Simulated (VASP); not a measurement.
# Ti (P6/mmm) in VASP: notebook

The runs below take Ti through single point, with PBE.

Program: VASP 6.6.1. These are calculated values, not measurements. Logs are shortened: lines on timing, memory, paths and dates and some standing lists are left out, and cuts for length are marked.

## 1. The structure

The structure is hexagonal, space group P6/mmm (No. 191). Conventional cell: a = 4.567 Å, b = 4.567 Å, c = 2.826 Å, α = 90.00°, β = 90.00°, γ = 120.00°. Ti (site symmetry -6m2) has 11 Ti at 2.64 to 2.99 Å as nearest neighbours. Ti (site symmetry 6/mmm) has 14 Ti at 2.83 to 2.99 Å as nearest neighbours.

This isn't the form of Ti at room conditions, which is hcp.

## 2. Single point, PBE

File INCAR:

```
SYSTEM = Ti
PREC     = Accurate       ! precision mode
ENCUT    = 200            ! plane-wave cutoff, eV
EDIFF    = 1E-6           ! SCF threshold, eV
ISMEAR   = 0              ! smearing method
SIGMA    = 0.15           ! smearing width, eV
LREAL    = .False.        ! projectors in reciprocal space
LASPH    = .True.         ! aspherical terms in the spheres
NELM     = 100            ! most SCF steps
ALGO     = Normal         ! electronic algorithm
ISIF     = 2              ! what is computed and relaxed
LWAVE    = .False.        ! write WAVECAR
LCHARG   = .False.        ! write CHGCAR
GGA      = PE             ! functional
NBANDS   = 13             ! bands
ADDGRID  = .False.
```

File KPOINTS:

```
Automatic mesh
0
Gamma
  2 2 3
  0 0 0
```

File POSCAR:

```
Ti
1.0
    4.5673748306      0.0000000000      0.0000000000
   -2.2836874153      3.9554626319      0.0000000000
    0.0000000000      0.0000000000      2.8262442700
Ti
3
Direct
    0.6535550000      0.3369470000      0.4982190000
    0.3492570000      0.6782810000      0.5288300000
    0.0014220000     -0.0021490000     -0.0037100000
```

Potentials or basis: VASP PAW PBE potentials, release 64 (Ti).

The run is started by

```bash
> cat potpaw_PBE.64/Ti/POTCAR > POTCAR
> mpirun -np 1 vasp_std > vasp.out
```

OUTCAR:

```text
SYSTEM = Ti
   PREC = Accurate
   ENCUT = 200
   EDIFF = 1E-6
   ISMEAR = 0
   LREAL = .False.
   LASPH = .True.
   NELM = 100
   ISIF = 2
   GGA = PE

 Found      8 irreducible k-points:

 Following reciprocal coordinates:
            Coordinates               Weight
  0.000000  0.000000  0.000000      1.000000
  0.500000  0.000000  0.000000      1.000000
  0.000000  0.500000  0.000000      1.000000
  0.500000  0.500000  0.000000      1.000000
  0.000000  0.000000  0.333333      2.000000
  0.500000  0.000000  0.333333      2.000000
   k-points           NKPTS =      8   k-points in BZ     NKDIM =      8   number of bands    NBANDS=     13
   number of dos      NEDOS =    301   number of ions     NIONS =      3
   total plane-waves  NPLWV =   8064
   dimension x,y,z NGX =    24 NGY =   24 NGZ =   14
   dimension x,y,z NGXF=    48 NGYF=   48 NGZF=   28
   ions per type =               3
   NGX,Y,Z   is equivalent  to a cutoff of   8.74,  8.74,  8.24 a.u.
   NGXF,Y,Z  is equivalent  to a cutoff of  17.47, 17.47, 16.47 a.u.
 SYSTEM =  Ti
   PREC   = accura    normal or accurate (medium, high low for compatibility)
   ISTART =      0    job   : 0-new  1-cont  2-samecut
   ICHARG =      2    charge: 1-file 2-atom 10-const
   ISPIN  =      1    spin polarized calculation?
   LNONCOLLINEAR =      F non collinear calculations
   LSORBIT =      F    spin-orbit coupling
   LASPH  =      T    aspherical Exc in radial PAW
   ENCUT  =  200.0 eV  14.70 Ry    3.83 a.u.   5.27  5.27  3.26*2*pi/ulx,y,z
   NELM   =    100;   NELMIN=  2; NELMDL= -5     # of ELM steps
   EDIFF  = 0.1E-05   stopping-criterion for ELM
   LREAL  =      F    real-space projection
   EDIFFG = 0.1E-04   stopping-criterion for IOM
   NSW    =      0    number of steps for IOM
   IBRION =     -1    ionic relax: 0-MD 1-quasi-New 2-CG
   NFREE  =      0    steps in history (QN), initial steepest desc. (CG)
   ISIF   =      2    stress and relaxation
   ISYM   =      2    0-nonsym 1-usesym 2-fastsym
   POTIM  = 0.5000    time-step for ionic-motion
   TEBEG  =    0.0;   TEEND  =   0.0 temperature during run
   PSTRESS=    0.0 pullay stress
   NELECT =      12.0000    total number of electrons
   NUPDOWN=      -1.0000    fix difference up-down
   EMIN   =  10.00;   EMAX   =-10.00  energy-range for DOS
   EFERMI =   0.00;   METHOD = LEGACY
   ISMEAR =     0;   SIGMA  =   0.15  broadening in eV -4-tet -1-fermi 0-gaus
   EFERMI_NEDOS =   21; number of points for ismear=-14 and -15
   IALGO  =     38    algorithm
   IMIX   =      4    mixing-type and parameters
     AMIX     =   0.40;   BMIX     =  1.00
     AMIX_MAG =   1.60;   BMIX_MAG =  1.00
  volume/ion in A,a.u.               =      17.02       114.85
  Fermi-wavevector in a.u.,A,eV,Ry     =   1.010285  1.909162 13.887145  1.020676
  Thomas-Fermi vector in A             =   2.143265
   LORBIT       =      0    0 simple, 1 ext, 2 COOP (PROOUT), +10 PAW based schemes
   GGA     = PE    functional components
   LHFCALC =     F    Hartree Fock is set to
   AEXX    =    0.0000 exact exchange contribution
   IVDW    =     0    specifies the selected vdW correction
   LEPSILON=     F    determine dielectric tensor
   LRPA    =     F    only Hartree local field effects (RPA)
 non-spin polarized calculation
 Gauss-broadening in eV      SIGMA  =   0.15
  energy-cutoff  :      200.00
  volume of cell :       51.06
 maximum number of plane-waves:       334
 NGX is ok and might be reduce to    24
   NGX = 11   NGY = 11   NGZ =  7

 number of electron      12.0000001 magnetization

 Free energy of the ion-electron system (eV)
  ---------------------------------------------------
  ext. energy  EPLUGINS =         0.00000000
  ---------------------------------------------------
  free energy    TOTEN  =       -23.31807759 eV

  energy without entropy =      -23.29254872  energy(sigma->0) =      -23.30531316

 E-fermi :   2.9935     XC(G=0): -11.1372

 val. band max:        2.9266471344   @ k =   0.5000   0.0000   0.0000
 cond. band min:       3.0282726411   @ k =   0.5000   0.0000   0.0000
 fundamental gap:      0.1016255067
 Fermi energy:         2.9934593182

 k-point     1 :       0.0000    0.0000    0.0000
  band No.  band energies     occupation
      1      -2.9643      2.00000
      2       1.1506      2.00000
      3       2.3338      2.00000
      4       2.4093      2.00000
      5       2.4511      2.00000
      6       2.5373      1.99998
      7       3.1365      0.17749
      8       3.7416      0.00000
      9       4.3710      0.00000
     10       4.4018      0.00000
     11       4.7614      0.00000
     12       4.9447      0.00000
     13       5.0006      0.00000

 k-point     2 :       0.5000    0.0000    0.0000
  band No.  band energies     occupation
      1      -0.5241      2.00000
      2      -0.4588      2.00000
      3       0.5385      2.00000
      4       2.6928      1.99542
      5       2.8319      1.87229
      6       2.9266      1.47125
      7       3.0283      0.74274
      8       3.5361      0.00000
      9       4.1380      0.00000
     10       4.1700      0.00000
     11       4.9182      0.00000
     12       5.2730      0.00000
     13       5.8185      0.00000

 k-point     3 :       0.0000    0.5000    0.0000
  band No.  band energies     occupation
      1      -0.5868      2.00000
      2      -0.4003      2.00000
      3       0.4737      2.00000
      4       2.6005      1.99979
      5       2.6495      1.99882
      6       2.8270      1.88336
      7       3.1995      0.05204
      8       3.6598      0.00000
      9       4.1389      0.00000
     10       4.1856      0.00000
     11       5.0029      0.00000
     12       5.1823      0.00000
     13       5.6520      0.00000
[... 17 lines left out ...]
 k-point     5 :       0.0000    0.0000    0.3333
  band No.  band energies     occupation
      1      -0.7528      2.00000
      2       1.2117      2.00000
      3       1.4243      2.00000
      4       1.6933      2.00000
      5       1.7128      2.00000
      6       2.1084      2.00000
      7       4.0385      0.00000
      8       4.2952      0.00000
      9       4.4187      0.00000
     10       4.7788      0.00000
     11       5.6839      0.00000
     12       5.7499      0.00000
     13       5.8907      0.00000

 k-point     6 :       0.5000    0.0000    0.3333
  band No.  band energies     occupation
      1       0.5560      2.00000
      2       0.7322      2.00000
      3       1.7544      2.00000
      4       1.9492      2.00000
      5       2.3601      2.00000
      6       2.6227      1.99953
      7       3.3376      0.00118
      8       3.3958      0.00015
      9       4.1891      0.00000
     10       4.3420      0.00000
     11       4.9588      0.00000
     12       5.5161      0.00000
     13       5.7714      0.00000

 [... further k-points ...]
[... 5 lines left out ...]
  --------------------------------------------------------------------------------------
  -------------------------------------------------------------------------------------
  Total       -0.4089347     -0.6550321     -1.6062600      0.2225462      0.0278317     -0.0416921
  in kB      -12.8318975    -20.5541490    -50.4025813      6.9832431      0.8733277     -1.3082494
  external PRESSURE =     -27.9295426 kB  Pullay stress =       0.0000000 kB

 VOLUME and BASIS-vectors are now :
 -----------------------------------------------------------------------------
  energy-cutoff  :      200.00
  volume of cell :       51.06
      direct lattice vectors                 reciprocal lattice vectors
     4.567374831  0.000000000  0.000000000     0.218944150  0.126407464  0.000000000
    -2.283687415  3.955462632  0.000000000     0.000000000  0.252814928  0.000000000
     0.000000000  0.000000000  2.826244270     0.000000000  0.000000000  0.353826458

 POSITION                                       TOTAL-FORCE (eV/Angst)
 -----------------------------------------------------------------------------------
      2.21555      1.33278      1.40809         0.401117      0.051006      0.062103
      0.04621      2.68292      1.49460        -0.423542     -0.010019     -0.266221
     -2.27228      3.94696      2.81576         0.022426     -0.040987      0.204119
 -----------------------------------------------------------------------------------
    total drift:                               -0.000120      0.000114      0.000061

  FREE ENERGIE OF THE ION-ELECTRON SYSTEM (eV)
  ---------------------------------------------------
  free  energy   TOTEN  =       -23.3180775924 eV

  energy  without entropy=      -23.2925487206  energy(sigma->0) =      -23.30531316
```

Wall time 7.8 s (1 thread of Intel Xeon Platinum 8488C (Sapphire Rapids), shared host); peak memory 0.11 GiB.

The run converged, but some of its settings lie outside the range that counts as converged, so its numbers aren't taken as properties of the crystal.

What came out:

- Free energy: -23.3181 eV
- Largest force: 0.500 eV/Å

Caveat: the k mesh is coarse (spacing up to 0.79 Å⁻¹), so the values aren't converged; the cutoff is under 1.25 times the usual one of these potentials, so pressure, stress and relaxed cells hold a basis-set (Pulay) error; the mesh shows a gap though the element is a metal.

## 3. Single point, PBE

INCAR: that of step 2 with these lines changed.

```diff
@@ -2,3 +2,3 @@
 PREC     = Accurate       ! precision mode
-ENCUT    = 200            ! plane-wave cutoff, eV
+ENCUT    = 250            ! plane-wave cutoff, eV
 EDIFF    = 1E-6           ! SCF threshold, eV
```

KPOINTS is that of step 2.

File POSCAR:

```
Ti
1.0
    4.5673748306      0.0000000000      0.0000000000
   -2.2836874153      3.9554626319      0.0000000000
    0.0000000000      0.0000000000      2.8262442700
Ti
3
Direct
    0.6666666667      0.3333333333      0.5000000000
    0.3333333333      0.6666666667      0.5000000000
    0.0000000000      0.0000000000      0.0000000000
```

Potentials or basis: VASP PAW PBE potentials, release 64 (Ti).

The run is started by

```bash
> cat potpaw_PBE.64/Ti/POTCAR > POTCAR
> mpirun -np 1 vasp_std > vasp.out
```

OUTCAR:

```text
SYSTEM = Ti
   PREC = Accurate
   ENCUT = 250
   EDIFF = 1E-6
   ISMEAR = 0
   LREAL = .False.
   LASPH = .True.
   NELM = 100
   ISIF = 2
   GGA = PE

 Found      4 irreducible k-points:

 Following reciprocal coordinates:
            Coordinates               Weight
  0.000000  0.000000  0.000000      1.000000
  0.500000  0.000000  0.000000      3.000000
  0.000000  0.000000  0.333333      2.000000
  0.500000  0.000000  0.333333      6.000000
   k-points           NKPTS =      4   k-points in BZ     NKDIM =      4   number of bands    NBANDS=     13
   number of dos      NEDOS =    301   number of ions     NIONS =      3
   total plane-waves  NPLWV =   9216
   dimension x,y,z NGX =    24 NGY =   24 NGZ =   16
   dimension x,y,z NGXF=    48 NGYF=   48 NGZF=   32
   ions per type =               3
   NGX,Y,Z   is equivalent  to a cutoff of   8.74,  8.74,  9.41 a.u.
   NGXF,Y,Z  is equivalent  to a cutoff of  17.47, 17.47, 18.82 a.u.
 SYSTEM =  Ti
   PREC   = accura    normal or accurate (medium, high low for compatibility)
   ISTART =      0    job   : 0-new  1-cont  2-samecut
   ICHARG =      2    charge: 1-file 2-atom 10-const
   ISPIN  =      1    spin polarized calculation?
   LNONCOLLINEAR =      F non collinear calculations
   LSORBIT =      F    spin-orbit coupling
   LASPH  =      T    aspherical Exc in radial PAW
   ENCUT  =  250.0 eV  18.37 Ry    4.29 a.u.   5.89  5.89  3.64*2*pi/ulx,y,z
   NELM   =    100;   NELMIN=  2; NELMDL= -5     # of ELM steps
   EDIFF  = 0.1E-05   stopping-criterion for ELM
   LREAL  =      F    real-space projection
   EDIFFG = 0.1E-04   stopping-criterion for IOM
   NSW    =      0    number of steps for IOM
   IBRION =     -1    ionic relax: 0-MD 1-quasi-New 2-CG
   NFREE  =      0    steps in history (QN), initial steepest desc. (CG)
   ISIF   =      2    stress and relaxation
   ISYM   =      2    0-nonsym 1-usesym 2-fastsym
   POTIM  = 0.5000    time-step for ionic-motion
   TEBEG  =    0.0;   TEEND  =   0.0 temperature during run
   PSTRESS=    0.0 pullay stress
   NELECT =      12.0000    total number of electrons
   NUPDOWN=      -1.0000    fix difference up-down
   EMIN   =  10.00;   EMAX   =-10.00  energy-range for DOS
   EFERMI =   0.00;   METHOD = LEGACY
   ISMEAR =     0;   SIGMA  =   0.15  broadening in eV -4-tet -1-fermi 0-gaus
   EFERMI_NEDOS =   21; number of points for ismear=-14 and -15
   IALGO  =     38    algorithm
   IMIX   =      4    mixing-type and parameters
     AMIX     =   0.40;   BMIX     =  1.00
     AMIX_MAG =   1.60;   BMIX_MAG =  1.00
  volume/ion in A,a.u.               =      17.02       114.85
  Fermi-wavevector in a.u.,A,eV,Ry     =   1.010285  1.909162 13.887145  1.020676
  Thomas-Fermi vector in A             =   2.143265
   LORBIT       =      0    0 simple, 1 ext, 2 COOP (PROOUT), +10 PAW based schemes
   GGA     = PE    functional components
   LHFCALC =     F    Hartree Fock is set to
   AEXX    =    0.0000 exact exchange contribution
   IVDW    =     0    specifies the selected vdW correction
   LEPSILON=     F    determine dielectric tensor
   LRPA    =     F    only Hartree local field effects (RPA)
 non-spin polarized calculation
 Gauss-broadening in eV      SIGMA  =   0.15
  energy-cutoff  :      250.00
  volume of cell :       51.06
 maximum number of plane-waves:       460
 NGX is ok and might be reduce to    24
   NGX = 11   NGY = 11   NGZ =  7

 number of electron      12.0000013 magnetization

 Free energy of the ion-electron system (eV)
  ---------------------------------------------------
  ext. energy  EPLUGINS =         0.00000000
  ---------------------------------------------------
  free energy    TOTEN  =       -23.35165154 eV

  energy without entropy =      -23.32701803  energy(sigma->0) =      -23.33933478

 E-fermi :   2.9556     XC(G=0): -11.1402

 val. band max:        2.8053393690   @ k =   0.5000   0.0000   0.0000
 cond. band min:       3.0866765865   @ k =   0.5000   0.0000   0.0000
 fundamental gap:      0.2813372175
 Fermi energy:         2.9555652693

 k-point     1 :       0.0000    0.0000    0.0000
  band No.  band energies     occupation
      1      -2.9702      2.00000
      2       1.1541      2.00000
      3       2.3539      2.00000
      4       2.3539      2.00000
      5       2.5006      1.99998
      6       2.5006      1.99998
      7       3.1459      0.07279
      8       3.7726      0.00000
      9       4.3950      0.00000
     10       4.3950      0.00000
     11       4.8523      0.00000
     12       4.8523      0.00000
     13       5.0779      0.00000

 k-point     2 :       0.5000    0.0000    0.0000
  band No.  band energies     occupation
      1      -0.5758      2.00000
      2      -0.4188      2.00000
      3       0.4880      2.00000
      4       2.7146      1.97693
      5       2.7507      1.94655
      6       2.8053      1.84333
      7       3.0867      0.21641
      8       3.6302      0.00000
      9       4.1301      0.00000
     10       4.1635      0.00000
     11       4.9513      0.00000
     12       5.1935      0.00000
     13       5.6664      0.00000

 k-point     3 :       0.0000    0.0000    0.3333
  band No.  band energies     occupation
      1      -0.7584      2.00000
      2       1.3244      2.00000
      3       1.3244      2.00000
      4       1.6849      2.00000
      5       1.6849      2.00000
      6       2.0966      2.00000
      7       4.3638      0.00000
      8       4.3638      0.00000
      9       4.4312      0.00000
     10       4.4312      0.00000
     11       5.7424      0.00000
     12       5.7548      0.00000
     13       5.9463      0.00000

 k-point     4 :       0.5000    0.0000    0.3333
  band No.  band energies     occupation
      1       0.5073      2.00000
      2       0.7328      2.00000
      3       1.8632      2.00000
      4       1.8649      2.00000
      5       2.1714      2.00000
      6       2.6502      1.99601
      7       3.3584      0.00015
      8       3.3639      0.00012
      9       4.1009      0.00000
     10       4.2523      0.00000
     11       5.1757      0.00000
     12       5.7216      0.00000
     13       5.9368      0.00000

------------------------ aborting loop because EDIFF is reached ----------------------------------------

  FORCE on cell =-STRESS in cart. coord.  units (eV):
  Direction    XX          YY          ZZ          XY          YZ          ZX
  --------------------------------------------------------------------------------------
  -------------------------------------------------------------------------------------
  Total       -0.7740066     -0.7740066     -1.5403990      0.0000000      0.0000000     -0.0000000
  in kB      -24.2874343    -24.2874343    -48.3359411      0.0000000      0.0000000     -0.0000000
  external PRESSURE =     -32.3036032 kB  Pullay stress =       0.0000000 kB

 VOLUME and BASIS-vectors are now :
 -----------------------------------------------------------------------------
  energy-cutoff  :      250.00
  volume of cell :       51.06
      direct lattice vectors                 reciprocal lattice vectors
     4.567374831  0.000000000  0.000000000     0.218944150  0.126407464  0.000000000
    -2.283687415  3.955462632  0.000000000     0.000000000  0.252814928  0.000000000
     0.000000000  0.000000000  2.826244270     0.000000000  0.000000000  0.353826458

 POSITION                                       TOTAL-FORCE (eV/Angst)
 -----------------------------------------------------------------------------------
      2.28369      1.31849      1.41312        -0.000000     -0.000000     -0.000000
     -0.00000      2.63698      1.41312         0.000000      0.000000      0.000000
      0.00000      0.00000      0.00000         0.000000      0.000000      0.000000
 -----------------------------------------------------------------------------------
    total drift:                                0.000000      0.000000      0.000000

  FREE ENERGIE OF THE ION-ELECTRON SYSTEM (eV)
  ---------------------------------------------------
  free  energy   TOTEN  =       -23.3516515375 eV

  energy  without entropy=      -23.3270180261  energy(sigma->0) =      -23.33933478
```

Wall time 8.9 s (1 thread of Intel Xeon Platinum 8488C (Sapphire Rapids), shared host); peak memory 0.12 GiB.

The run converged, but some of its settings lie outside the range that counts as converged, so its numbers aren't taken as properties of the crystal.

Results:

| Property | Result |
| --- | --- |
| Free energy | -23.3517 eV |
| Pressure | -3.2 GPa |

Caveat: the k mesh is coarse (spacing up to 0.79 Å⁻¹), so the values aren't converged; the mesh shows a gap though the element is a metal.

(Continued in part 2 of 2.)
